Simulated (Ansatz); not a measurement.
Notes on La

```
La
1.0
    -2.04172    2.04172    2.04172
     2.04172   -2.04172    2.04172
     2.04172    2.04172   -2.04172
La
1
Direct
  0.00000 0.00000 0.00000
```

Single point in Ansatz 0.2.0 with PBE, no spin polarisation. Cutoff 420 eV, PAW datasets, 12×12×12 Γ-centred k mesh, gaussian filling (width 0.0829 eV).

Task: Metal or insulator?

Result: It is a metal, with about 2.7 states/eV a cell as the mean within 0.25 eV of the Fermi level, mostly La d (86 %).

Task: Describe some of the short contacts.

Result: La–La at 3.54 Å: least valence density 0.11 e/Å³ and ELF 0.10 there. Both are smooth PAW fields, read partly inside the augmentation spheres.

Task: Is the cell too large or too small?

Result: The pressure is 3.2 GPa (compression positive), so with the atoms held at these fractions the cell would first expand.

Origin: a known structure type with other elements, at an estimated volume, so it need not be a known compound. Caveats: many states at the Fermi level without spin polarisation, so a magnetic state may lie lower; f levels without a U or exact exchange are poorly placed.
